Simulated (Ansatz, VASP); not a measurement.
Zn: VASP beside Ansatz

```
CELL_PARAMETERS angstrom
0.00000 2.90778 2.90778
2.90778 0.00000 2.90778
2.90778 2.90778 0.00000
ATOMIC_POSITIONS crystal
Zn 0.00000 0.00000 0.00000
Zn 0.25000 0.25000 0.25000
```

Alike in both runs: functional PBE; k mesh 16 × 16 × 16; occupations gaussian, width 0.1 eV; no spin polarisation.

Ansatz relaxed the structure, and its values are those at the end. VASP's run is a single point on that final structure, the one shown.

|  | VASP | Ansatz |
| --- | --- | --- |
| version | VASP 6.6.1 | Ansatz 0.2.0 |
| potentials or method | VASP PAW PBE potentials, release 64 (Zn) | scalar-relativistic, plane waves, PAW |
| plane-wave cutoff (eV) | 520 | 420 |
| valence electrons in the cell | 24 | 24 |

VASP gave:

* gap on the k mesh at the Fermi level (eV): none
* pressure (GPa): 0.2

Question: Which values does Ansatz return?

Answer: gap on the k mesh at the Fermi level (eV): none; pressure (GPa): 0.0.

A gap of «none» marks a metal or a gap that the smearing closes. The functional is the same, so the differences come from potentials, cutoffs and numerics.
